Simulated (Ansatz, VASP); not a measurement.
**Na in VASP and in Ansatz**

INCAR

```
SYSTEM = Na
PREC = Accurate
ENCUT = 520
EDIFF = 1E-7
ISMEAR = 0
SIGMA = 0.15
LREAL = .False.
LASPH = .True.
NELM = 80
ALGO = Fast
ISIF = 2
LWAVE = .False.
LCHARG = .False.
GGA = CA
NBANDS = 14
```

The input KPOINTS:

```
regular mesh
0
Gamma
  18 18 10
  0 0 0
```

File POSCAR:

```
Na
1.0
    3.5448836596      0.0000000000      0.0000000000
   -1.7724418298      3.0699593026      0.0000000000
    0.0000000000      0.0000000000      6.9493628661
Na
2
Direct
    0.3333333333      0.6666666667      0.2500000000
    0.6666666667      0.3333333333      0.7500000000
```

Input for Ansatz:

```yaml
crystal:
  lattice:
    - [3.5448836596, 0.0, 0.0]
    - [-1.7724418298, 3.0699593026, 0.0]
    - [0.0, 0.0, 6.9493628661]
  atoms:
    - { symbol: Na, position: [0.3333333333, 0.6666666667, 0.25] }
    - { symbol: Na, position: [0.6666666667, 0.3333333333, 0.75] }
basis:
  ecutwfc: 420
kpoints:
  mp_grid: { grid: [18, 18, 10] }
hamiltonian:
  xc: lda
scf:
  occupations: { method: gaussian, width: 0.15 }
output:
  forces: true
  stress: true
  eigenvalues: true
```

Alike in both runs: task single point; functional LDA; k mesh 18 × 18 × 10; occupations gaussian, width 0.15 eV; no spin polarisation.

|  | VASP | Ansatz |
| --- | --- | --- |
| version | VASP 6.6.1 | Ansatz 0.2.0 |
| potentials or method | VASP PAW LDA potentials, release 64 (Na_pv) | scalar-relativistic, plane waves, PAW |
| plane-wave cutoff (eV) | 520 | 420 |
| valence electrons in the cell | 14 | 18 |

Ansatz gave:

* gap on the k mesh at the Fermi level (eV): none
* pressure (GPa): -0.7
* largest component of the traceless stress (GPa): 1.44

Question: What did VASP give for the same quantities?

Answer: gap on the k mesh at the Fermi level (eV): none; pressure (GPa): -0.7; largest component of the traceless stress (GPa): 1.45.

A gap of «none» marks a metal or a gap that the smearing closes. The two sets of potentials don't hold the same shells in valence.
